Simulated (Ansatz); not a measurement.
Runs of Ansatz 0.2.0 on TiCo. Symmetry: Pm-3m, No. 221, cubic system. The conventional cell has a = 2.986 Å, b = 2.986 Å, c = 2.986 Å, α = 90.00°, β = 90.00°, γ = 90.00°. Co (site symmetry m-3m) has 8 Ti at 2.59 Å as nearest neighbours. Around Ti (site symmetry m-3m) lie 8 Co at 2.59 Å. The cell comes from a database or a generator and needn't be the stable form of this composition.

```csv
task,level,k mesh,cutoff (eV),q mesh,points for each segment of the path,atoms under strain,gap on the mesh (eV),moment (μB),V0 of scaled cells (Å³/atom),B0 (GPa)
equation of state,r2SCAN,9 × 9 × 9,500,-,-,-,-,-,13.35,157
phonons,PBEsol,8 × 8 × 8,420,2 × 2 × 2,8,-,none,0.89,-,-
elastic constants,PBEsol,8 × 8 × 8,420,-,-,clamped,none,0.89,-,-
equation of state,PBE,9 × 9 × 9,420,-,-,-,-,-,(a),164
```

Alike in all rows: potentials or basis Ansatz PAW; spin collinear, ferromagnetic start; cell as given; smearing fermi-dirac 0.05 eV.

Question: Fill in the values left out.

Answer: (a) 13.27.

Caveats: the PAW data sets come from PBE, with cores solved anew for the run's functional, which leaves a small shift of forces and pressure (some runs); the magnetic or orbital state may not be the lowest (some runs); the PAW data sets were made with another functional, which shifts forces and pressure a little (some runs); the cell is more than 3 GPa from zero pressure, which shifts response properties (some runs); elastic constants of metals need much finer meshes, so these are rough (some runs).

A gap of «none» marks a metal or a gap under the smearing width.
